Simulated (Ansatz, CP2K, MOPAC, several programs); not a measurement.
Energy against volume for zincblende KF, at fixed shape and fractional coordinates, computed by several methods (PBE and r2SCAN, where shown, with plane waves in Ansatz); the cell shown is that of r2SCAN. It is cubic, F-43m (No. 216); a = 5.871 Å in the conventional setting, 25.29 Å³ an atom. Around K lie 4 F at 2.54 Å; around F lie 4 K at 2.54 Å. Computed, not measured; no magnetism was allowed, and whether the structure is a known phase isn't checked. Energies count from each curve's lowest point; fits are third-order Birch-Murnaghan.

Space group F-43m (No. 216). a = 5.871 Å, b = 5.871 Å, c = 5.871 Å, α = 90.00°, β = 90.00°, γ = 90.00°
```tsv
atom	site	symmetry	x	y	z
K	4a	-43m	0.0000	0.0000	0.0000
F	4d	-43m	0.2500	0.2500	0.7500
```

PM7 (MOPAC), on the shape of the cell shown, as a cluster of 64 atoms at the zone centre:
```
V (Å³/atom)  E (meV/atom)
     22.258         15.79
     23.776          0.00
     25.293         18.48
     26.811         56.72
     28.328        107.44
```
V₀ = 23.60 Å³ an atom and B₀ = 58 GPa.

PBE/DZVP (CP2K), on the shape of the cell shown:
```csv
V (Å³/atom),E (meV/atom)
22.258,61.21
23.776,22.75
25.293,3.98
26.811,0.00
28.328,6.79
```
V₀ = 26.55 Å³ an atom and B₀ = 21 GPa.

light PBE (260 eV, its own mesh), on the shape of the cell shown:
```csv
V (Å³/atom),E (meV/atom)
23.270,13.99
24.281,17.27
25.293,5.49
26.305,24.78
27.317,2.51
28.328,0.00
```
The points scatter about a smooth fit, as a low cutoff and a light mesh can make them, so no fit is quoted.

r2SCAN, on the shape of its own relaxed cell:

| V (Å³/atom) | E (meV/atom) |
| --- | --- |
| 23.776 | 7.73 |
| 24.534 | 1.90 |
| 25.293 | 0.00 |
| 26.052 | 1.45 |
| 26.811 | 5.70 |

V₀ = 25.32 Å³ an atom and B₀ = 23 GPa.

PBE/SZV (CP2K), on the shape of the cell shown:

| V (Å³/atom) | E (meV/atom) |
| --- | --- |
| 22.258 | 154.04 |
| 23.776 | 80.24 |
| 25.293 | 34.46 |
| 26.811 | 9.59 |
| 28.328 | 0.00 |

The lowest point is an end point, so the minimum isn't bracketed.
